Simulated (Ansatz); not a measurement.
Runs of Ansatz 0.2.0 on Cu. The structure is tetragonal, space group I4/mmm (No. 139). The conventional cell has a = 2.886 Å, b = 2.886 Å, c = 2.752 Å, α = 90.00°, β = 90.00°, γ = 90.00°. Cu (site symmetry 4/mmm) is surrounded by 10 Cu at 2.46 to 2.75 Å. This isn't the form of Cu at room conditions, which is fcc.

```tsv
task	level	cell	gap on the mesh (eV)	pressure (GPa)	relaxed volume (Å³/atom)
relaxation of cell and atoms	HSE03	relaxed	none	0.0	(b)
single point	B3LYP	as given	none	14.1	-
relaxation of cell and atoms	HSEsol	relaxed	none	0.0	11.54
single point	HF	as given	none	(a)	-
relaxation of cell and atoms	B3LYP	relaxed	none	0.0	12.65
```

Alike in all rows: potentials or basis Ansatz PAW; no spin polarisation; k mesh 7 × 7 × 7; cutoff (eV) 420; smearing fermi-dirac 0.05 eV; the mesh is coarse, so values aren't converged.

Task: Estimate the missing entries.

Result: (a) 30.4; (b) 12.07.

Caveats: all runs use coarse meshes; the PAW data sets come from PBE, with cores solved anew for the run's functional, which leaves a small shift of forces and pressure; the plane-wave basis is chosen anew once the cell has moved, so the energies of steps on either side of that aren't comparable (some runs); the thresholds are loose for stress (some runs); so large a pressure means that the cell lies far from this level's equilibrium, or that cutoff or potentials fall short (some runs).

A gap of «none» marks a metal or a gap under the smearing width.
